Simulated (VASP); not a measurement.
# Ti (P6_3/mmc) in VASP: a series of runs, part 2 of 2

VASP 6.6.1. The steps go on from the part before.

## 3. Relaxation of cell and atoms, PBEsol

This run uses another cell than the first one, of 16.68 Å³/atom, 0.946 times its volume.

Contents of INCAR:

```
SYSTEM = Ti
PREC = Accurate
ENCUT = 520
EDIFF = 1E-7
ISMEAR = 0
SIGMA = 0.1
LREAL = .False.
LASPH = .True.
NELM = 60
ALGO = Normal
ISIF = 3
LWAVE = .False.
LCHARG = .False.
GGA = PS
IBRION = 2
NSW = 80
EDIFFG = -0.002
```

Contents of KPOINTS:

```
regular mesh
0
Gamma
  18 18 10
  0 0 0
```

Contents of POSCAR:

```
Ti                                      
1.0
    2.8984844739      0.0000000000      0.0000000000
   -1.4492422370      2.5101611858      0.0000000000
   -0.0000000000      0.0000000000      4.5864130307
  Ti            
     2
Direct
     0.3333333300000021    0.6666666699999979    0.2500000000000000
     0.6666666699999979    0.3333333300000021    0.7500000000000000
```

Potentials or basis: VASP PAW PBE potentials, release 64 (Ti_sv).

Started as:

```bash
> cat potpaw_PBE.64/Ti_sv/POTCAR > POTCAR
> mpirun -np 1 vasp_std > vasp.out
```

OUTCAR:

```text
SYSTEM = Ti
   PREC = Accurate
   ENCUT = 520
   EDIFF = 1E-7
   ISMEAR = 0
   LREAL = .False.
   LASPH = .True.
   NELM = 60
   ISIF = 3
   GGA = PS
   IBRION = 2
   NSW = 80
   EDIFFG = -0.002

 ion  position               nearest neighbor table
   1  0.333  0.667  0.250-   2 2.84   2 2.84   2 2.84   2 2.84   2 2.84   2 2.84
   2  0.667  0.333  0.750-   1 2.84   1 2.84   1 2.84   1 2.84   1 2.84   1 2.84

  LATTYP: Found a hexagonal cell.
 ALAT       =     2.8984844739
 C/A-ratio  =     1.5823486626

  Lattice vectors:

 A1 = (   2.8984844739,   0.0000000000,   0.0000000000)
 A2 = (  -1.4492422370,   2.5101611858,   0.0000000000)
 A3 = (   0.0000000000,   0.0000000000,   4.5864130307)

Analysis of symmetry for initial positions (statically):
=====================================================================
 Subroutine PRICEL returns:
 Original cell was already a primitive cell.

 Routine SETGRP: Setting up the symmetry group for a
 hexagonal supercell.

 Subroutine GETGRP returns: Found 24 space group operations
 (whereof 12 operations were pure point group operations)
 out of a pool of 24 trial point group operations.

The static configuration has the point symmetry D_3d.
 The point group associated with its full space group is D_6h.

Analysis of symmetry for dynamics (positions and initial velocities):
=====================================================================
 Subroutine PRICEL returns:
 Original cell was already a primitive cell.

 Routine SETGRP: Setting up the symmetry group for a
 hexagonal supercell.

 Subroutine GETGRP returns: Found 24 space group operations
 (whereof 12 operations were pure point group operations)
 out of a pool of 24 trial point group operations.

The dynamic configuration has the point symmetry D_3d.
 The point group associated with its full space group is D_6h.

 Subroutine INISYM returns: Found 24 space group operations
 (whereof 12 operations are pure point group operations),
 and found     1 'primitive' translations

----------------------------------------------------------------------------------------

                                     Primitive cell

  volume of cell :      33.3692

  direct lattice vectors                    reciprocal lattice vectors
     2.898484474  0.000000000  0.000000000     0.345007886  0.199190396  0.000000000
    -1.449242237  2.510161186  0.000000000     0.000000000  0.398380792  0.000000000
     0.000000000  0.000000000  4.586413031     0.000000000  0.000000000  0.218035313

  length of vectors
     2.898484474  2.898484473  4.586413031     0.398380791  0.398380792  0.218035313

  position of ions in fractional coordinates (direct lattice)
     0.333333330  0.666666670  0.250000000
     0.666666670  0.333333330  0.750000000

  ion indices of the primitive-cell ions
   primitive index   ion index
                 1           1
                 2           2

----------------------------------------------------------------------------------------

 KPOINTS: regular mesh

Automatic generation of k-mesh.
 Grid dimensions read from file:
 generate k-points for:   18   18   10

 Generating k-lattice:

  Cartesian coordinates                     Fractional coordinates (reciprocal lattice)
     0.019167105  0.011066133  0.000000000     0.055555556  0.000000000  0.000000000
     0.000000000  0.022132266  0.000000000     0.000000000  0.055555556  0.000000000
     0.000000000  0.000000000  0.021803531     0.000000000  0.000000000  0.100000000

  Length of vectors
     0.022132266  0.022132266  0.021803531

  Shift w.r.t. Gamma in fractional coordinates (k-lattice)
     0.000000000  0.000000000  0.000000000

 Subroutine IBZKPT returns following result:
 ===========================================

 Found    222 irreducible k-points:

 Following reciprocal coordinates:
            Coordinates               Weight
  0.000000  0.000000  0.000000      1.000000
  0.055556  0.000000  0.000000      6.000000
  0.111111  0.000000  0.000000      6.000000
  0.166667 -0.000000  0.000000      6.000000
  0.222222 -0.000000  0.000000      6.000000
  0.277778  0.000000  0.000000      6.000000
[... 16 lines left out ...]
  0.333333  0.111111  0.000000     12.000000
  0.388889  0.111111  0.000000     12.000000
 [... further k-points ...]
   k-points           NKPTS =    222   k-points in BZ     NKDIM =    222   number of bands    NBANDS=     16
   number of dos      NEDOS =    301   number of ions     NIONS =      2
   total plane-waves  NPLWV =  20736
   dimension x,y,z NGX =    24 NGY =   24 NGZ =   36
   dimension x,y,z NGXF=    48 NGYF=   48 NGZF=   72
   ions per type =               2
   NGX,Y,Z   is equivalent  to a cutoff of  13.77, 13.77, 13.05 a.u.
   NGXF,Y,Z  is equivalent  to a cutoff of  27.53, 27.53, 26.10 a.u.
 SYSTEM =  Ti
   PREC   = accura    normal or accurate (medium, high low for compatibility)
   ISTART =      0    job   : 0-new  1-cont  2-samecut
   ICHARG =      2    charge: 1-file 2-atom 10-const
   ISPIN  =      1    spin polarized calculation?
   LNONCOLLINEAR =      F non collinear calculations
   LSORBIT =      F    spin-orbit coupling
   LASPH  =      T    aspherical Exc in radial PAW
   ENCUT  =  520.0 eV  38.22 Ry    6.18 a.u.   5.39  5.39  8.53*2*pi/ulx,y,z
   NELM   =     60;   NELMIN=  2; NELMDL= -5     # of ELM steps
   EDIFF  = 0.1E-06   stopping-criterion for ELM
   LREAL  =      F    real-space projection
   EDIFFG = -.2E-02   stopping-criterion for IOM
   NSW    =     80    number of steps for IOM
   IBRION =      2    ionic relax: 0-MD 1-quasi-New 2-CG
   NFREE  =      1    steps in history (QN), initial steepest desc. (CG)
   ISIF   =      3    stress and relaxation
   ISYM   =      2    0-nonsym 1-usesym 2-fastsym
   POTIM  = 0.5000    time-step for ionic-motion
   TEBEG  =    0.0;   TEEND  =   0.0 temperature during run
   PSTRESS=    0.0 pullay stress
   NELECT =      24.0000    total number of electrons
   NUPDOWN=      -1.0000    fix difference up-down
   EMIN   =  10.00;   EMAX   =-10.00  energy-range for DOS
   EFERMI =   0.00;   METHOD = LEGACY
   ISMEAR =     0;   SIGMA  =   0.10  broadening in eV -4-tet -1-fermi 0-gaus
   EFERMI_NEDOS =   21; number of points for ismear=-14 and -15
   IALGO  =     38    algorithm
   IMIX   =      4    mixing-type and parameters
     AMIX     =   0.40;   BMIX     =  1.00
     AMIX_MAG =   1.60;   BMIX_MAG =  1.00
  volume/ion in A,a.u.               =      16.68       112.59
  Fermi-wavevector in a.u.,A,eV,Ry     =   1.466774  2.771802 29.271944  2.151427
  Thomas-Fermi vector in A             =   2.582472
   LORBIT       =      0    0 simple, 1 ext, 2 COOP (PROOUT), +10 PAW based schemes
   GGA     = PS    functional components
   LHFCALC =     F    Hartree Fock is set to
   AEXX    =    0.0000 exact exchange contribution
   IVDW    =     0    specifies the selected vdW correction
   LEPSILON=     F    determine dielectric tensor
   LRPA    =     F    only Hartree local field effects (RPA)
 conjugate gradient relaxation of ions
 non-spin polarized calculation
 Gauss-broadening in eV      SIGMA  =   0.10
  energy-cutoff  :      520.00
  volume of cell :       33.37
 maximum number of plane-waves:       929
 NGX is ok and might be reduce to    24
   NGX = 11   NGY = 11   NGZ = 17

 number of electron      23.9999999 magnetization

 Free energy of the ion-electron system (eV)
  ---------------------------------------------------
  ext. energy  EPLUGINS =         0.00000000
  ---------------------------------------------------
  free energy    TOTEN  =       -16.68408299 eV

  energy without entropy =      -16.67490705  energy(sigma->0) =      -16.67949502

 E-fermi :   8.6464     XC(G=0): -11.8288

 val. band max:        8.6355757270   @ k =   0.0000   0.0000   0.4000
 cond. band min:       8.6532599776   @ k =   0.2778   0.2778   0.4000
 fundamental gap:      0.0176842507
 Fermi energy:         8.6463613534

 k-point     1 :       0.0000    0.0000    0.0000
  band No.  band energies     occupation
      1     -47.9253      2.00000
      2     -47.7606      2.00000
      3     -24.6675      2.00000
      4     -23.9297      2.00000
      5     -23.9297      2.00000
      6     -23.8482      2.00000
[... 8 lines left out ...]
     15       9.9632      0.00000
     16       9.9632      0.00000
[... 419 lines left out ...]
 k-point    24 :       0.3889    0.1111    0.0000
  band No.  band energies     occupation
      1     -47.7845      2.00000
      2     -47.7305      2.00000
      3     -24.4422      2.00000
      4     -24.3144      2.00000
      5     -24.3049      2.00000
      6     -24.1211      2.00000
[... 8 lines left out ...]
     15       9.8648      0.00000
     16      11.9205      0.00000

 [... further k-points ...]
[... 5 lines left out ...]
  --------------------------------------------------------------------------------------
  -------------------------------------------------------------------------------------
  Total       -0.0035272     -0.0035272      0.0020996      0.0000000      0.0000000     -0.0000000
  in kB       -0.1693536     -0.1693536      0.1008103      0.0000000      0.0000000     -0.0000000
  external PRESSURE =      -0.0792990 kB  Pullay stress =       0.0000000 kB

 VOLUME and BASIS-vectors are now :
 -----------------------------------------------------------------------------
  energy-cutoff  :      520.00
  volume of cell :       33.37
      direct lattice vectors                 reciprocal lattice vectors
     2.898484474  0.000000000  0.000000000     0.345007886  0.199190396  0.000000000
    -1.449242237  2.510161186  0.000000000     0.000000000  0.398380792  0.000000000
     0.000000000  0.000000000  4.586413031     0.000000000  0.000000000  0.218035313

 POSITION                                       TOTAL-FORCE (eV/Angst)
 -----------------------------------------------------------------------------------
     -0.00000      1.67344      1.14660        -0.000000      0.000000      0.000000
      1.44924      0.83672      3.43981         0.000000      0.000000      0.000000
 -----------------------------------------------------------------------------------
    total drift:                               -0.000009      0.000005     -0.000000

  FREE ENERGIE OF THE ION-ELECTRON SYSTEM (eV)
  ---------------------------------------------------
  free  energy   TOTEN  =       -16.6840829922 eV

  energy  without entropy=      -16.6749070488  energy(sigma->0) =      -16.67949502

 reached required accuracy - stopping structural energy minimisation
```

OSZICAR:

```text
N       E                     dE             d eps       ncg     rms          rms(c)
DAV:   1     0.246583959880E+03    0.24658E+03   -0.13634E+04  7112   0.189E+03
DAV:   2     0.921900743874E+01   -0.23736E+03   -0.23594E+03  7384   0.495E+02
DAV:   3    -0.177678385954E+02   -0.26987E+02   -0.26764E+02 13920   0.136E+02
DAV:   4    -0.188527850135E+02   -0.10849E+01   -0.10843E+01  7360   0.288E+01
DAV:   5    -0.189126129754E+02   -0.59828E-01   -0.59827E-01 11616   0.466E+00    0.129E+01
DAV:   6    -0.166878274761E+02    0.22248E+01   -0.80377E+00  8384   0.336E+01    0.323E+00
DAV:   7    -0.166640576647E+02    0.23770E-01   -0.91330E-01 10712   0.813E+00    0.209E+00
DAV:   8    -0.166936707397E+02   -0.29613E-01   -0.24322E-01  8304   0.667E+00    0.760E-01
DAV:   9    -0.166836824036E+02    0.99883E-02   -0.57962E-02  8592   0.284E+00    0.729E-02
DAV:  10    -0.166840429113E+02   -0.36051E-03   -0.28633E-03 11064   0.430E-01    0.950E-02
DAV:  11    -0.166840905953E+02   -0.47684E-04   -0.24601E-04  8648   0.145E-01    0.294E-02
DAV:  12    -0.166840824930E+02    0.81023E-05   -0.36994E-05  9456   0.546E-02    0.687E-03
DAV:  13    -0.166840827386E+02   -0.24562E-06   -0.11981E-06  9040   0.105E-02    0.130E-03
DAV:  14    -0.166840829899E+02   -0.25121E-06   -0.25245E-07  6736   0.413E-03    0.693E-04
DAV:  15    -0.166840829922E+02   -0.23110E-08   -0.42610E-08  4672   0.205E-03
   1 F= -.16684083E+02 E0= -.16679495E+02  d E =-.166841E+02
```

CONTCAR:

```text
Ti
   1.00000000000000
     2.8984844739000000    0.0000000000000000    0.0000000000000000
    -1.4492422370000000    2.5101611857999999    0.0000000000000000
     0.0000000000000000    0.0000000000000000    4.5864130307000002
  Ti
     2
Direct
     0.3333333300000021    0.6666666699999979    0.2500000000000000
     0.6666666699999979    0.3333333300000021    0.7500000000000000

  0.00000000E+00  0.00000000E+00  0.00000000E+00
  0.00000000E+00  0.00000000E+00  0.00000000E+00
```

Wall time 91 s (1 thread of Intel Xeon Platinum 8259CL at 2.50GHz (Skylake/Cascade Lake), shared host); peak memory 0.23 GiB.

Results:

```yaml
Free_energy: -16.6841 eV
Pressure_after_relaxing: 0.0 GPa
Band_gap_on_the_k_mesh: none (metal or under the smearing width)
```

Final structure:
```cif
data_structure
_symmetry_space_group_name_H-M 'P 1'
_symmetry_Int_Tables_number 1
_cell_length_a 2.8985
_cell_length_b 2.8985
_cell_length_c 4.5864
_cell_angle_alpha 90.000
_cell_angle_beta 90.000
_cell_angle_gamma 120.000
_cell_volume 33.37
loop_
_atom_site_label
_atom_site_type_symbol
_atom_site_fract_x
_atom_site_fract_y
_atom_site_fract_z
_atom_site_occupancy
Ti1 Ti 0.33333 0.66667 0.25000 1
Ti2 Ti 0.66667 0.33333 0.75000 1
```

Caveat: the relaxation stopped at its first step, so nothing moved; the PAW data sets were made with another functional, which shifts forces and pressure a little.

## 4. Vibrations by finite differences, PBEsol

This run uses another cell than the first one, of 16.68 Å³/atom, 0.946 times its volume.

Contents of INCAR:

```
  PREC = Accurate
  ENCUT = 520
  EDIFF = 1E-8
  ISMEAR = 0
  SIGMA = 0.1
  LREAL = False
  LASPH = True
  NELM = 60
  ALGO = Normal
  ISIF = 3
  LWAVE = False
  LCHARG = False
  GGA = PS
  IBRION = 6
  NFREE = 2
  POTIM = 0.015
  NSW = 1
```

Contents of KPOINTS:

```
Automatic mesh
0
Gamma
  18 18 10
```

Edit POSCAR of step 3 so:

```diff
@@ -4,3 +4,3 @@
    -1.4492422370      2.5101611858      0.0000000000
-   -0.0000000000      0.0000000000      4.5864130307
+    0.0000000000      0.0000000000      4.5864130307
   Ti
```

Started as:

```bash
> cat potpaw_PBE.64/Ti_sv/POTCAR > POTCAR
> mpirun -np 1 vasp_std > vasp.out
```

Run time: 52 min. Hardware: 1 thread of Intel Xeon Platinum 8259CL at 2.50GHz (Skylake/Cascade Lake), shared host; peak memory 0.88 GiB.

It converged, with:

* Voigt bulk modulus: 119 GPa
* Highest phonon frequency at Γ: 191 cm⁻¹

Phonon frequencies in cm⁻¹ (negative: imaginary):
| q point | frequencies |
| --- | --- |
| (0.000, 0.000, 0.000) | 0 0 0 128 128 191 |

Elastic tensor in Voigt notation (GPa, in the Cartesian axes of the cell as first typed):
```
181  92  81   0   0   0
 92 181  81   0   0   0
 81  81 204   0   0   0
  0   0   0  42   0   0
  0   0   0   0  42   0
  0   0   0   0   0  45
```

Clamped-ion elastic tensor (GPa):
```
206  68  81   0   0   0
 68 206  81   0   0   0
 81  81 204   0   0   0
  0   0   0  42   0   0
  0   0   0   0  42   0
  0   0   0   0   0  69
```

Caveat: the PAW data sets were made with another functional, which shifts forces and pressure a little.
